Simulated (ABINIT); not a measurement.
The system is Ir.

```xyz
1
Lattice="0.0000 1.9156 1.9156 1.9156 0.0000 1.9156 1.9156 1.9156 0.0000" Properties=species:S:1:pos:R:3 pbc="T T T"
Ir    0.0000    0.0000    0.0000
```

Base run:

- Program: ABINIT 10.8.3 (patched build)
- Functional: SOGGA
- Potentials or basis: JTH PAW PBE v2.0
- Cutoff: 435 eV
- k mesh: 12 × 12 × 12
- Occupations: fermi-dirac, width 0.05 eV
- Spin: spin-orbit coupling, no magnetisation

Its results: band gap on the k mesh none (metal or under the smearing width); pressure -1.8 GPa.

Question: The run is repeated on the same cell with these changes: functional from SOGGA to PBEsol. What comes out?

Answer: Band gap on the k mesh none (metal or under the smearing width); pressure 2.2 GPa.

Caveats: the PAW data sets were made with another functional, which shifts forces and pressure a little.
